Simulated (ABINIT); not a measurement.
Ga:

```
Ga
1.0
     4.44947    0.00000    0.00000
    -2.22474    3.85336    0.00000
     0.00000    0.00000    2.76520
Ga
2
Direct
  0.33333 0.66667 0.50000
  0.66667 0.33333 0.50000
```

The cell was built by a generator and needn't be a form met in nature.

Program: ABINIT 10.8.3 (patched build). Alike in all runs: task single point; potentials or basis JTH PAW PBE v2.0; no spin polarisation; cell as given; k mesh 7 × 7 × 10; cutoff (eV) 544; smearing fermi-dirac 0.05 eV.

Q: Order these runs on this cell by their pressure, lowest first.
A. level LDA
B. level BLYP
C. level r2SCAN
D. level RPBE
E. level PW91

A: A (-4.1 GPa), C (-2.2 GPa), E (0.0 GPa), D (1.8 GPa), B (3.4 GPa).

Caveats: the PAW data sets were made with another functional, which shifts forces and pressure a little.

Runs at the PBE level aren't shown here.
